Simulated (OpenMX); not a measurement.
Runs of OpenMX 3.8.5 on AlN. The structure is cubic, space group F-43m (No. 216). Conventional cell: a = 4.368 Å, b = 4.368 Å, c = 4.368 Å, α = 90.00°, β = 90.00°, γ = 90.00°. Around Al (site symmetry -43m) lie 4 N at 1.89 Å. Around N (site symmetry -43m) lie 4 Al at 1.89 Å. Measurements of this composition are mostly on another form, of space group No. 186.

```tsv
potentials or basis	cell	k mesh	gap on the mesh (eV)	pressure (GPa)
OpenMX 2013 PBE set, Al7.0-s3p2d2, N6.0-s3p2d2, grid cutoff 400 Ry	F-43m, 10.42 Å³/atom	11 × 11 × 11	3.41	(b)
OpenMX 2013 PBE set, Al7.0-s2p2d1, N6.0-s2p2d1, grid cutoff 400 Ry	F-43m, 10.42 Å³/atom	11 × 11 × 11	3.39	4.0
OpenMX 2013 PBE set, Al7.0-s2p2d1, N6.0-s2p2d1, grid cutoff 400 Ry	I-4m2, 11.27 Å³/atom	7 × 7 × 7	-	-10.3
OpenMX 2013 PBE set, Al7.0-s2p2d1, N6.0-s2p2d1, grid cutoff 400 Ry	F-43m, 10.42 Å³/atom	7 × 7 × 7	-	4.0
OpenMX 2013 PBE set, Al7.0-s2p2d1, N6.0-s2p2d1, grid cutoff 400 Ry	I-4m2, 10.84 Å³/atom	7 × 7 × 7	-	-3.8
OpenMX 2013 PBE set, Al7.0-s2p2d1, N6.0-s2p2d1, grid cutoff 400 Ry	I-4m2, 10.0 Å³/atom	7 × 7 × 7	-	(a)
OpenMX 2013 PBE set, Al7.0-s2p2d1, N6.0-s2p2d1, grid cutoff 400 Ry	I-4m2, 9.6 Å³/atom	7 × 7 × 7	-	24.2
```

Alike in all rows: task band structure; level PBE; no spin polarisation; smearing fermi-dirac 0.05 eV.

Task: Estimate the missing entries.

Result: (a) 13.3; (b) 3.3.

Caveats: the basis of atomic orbitals isn't converged, which shifts pressures, moduli and gaps; the mesh misses the band edges, which the band path finds closer together (some runs).
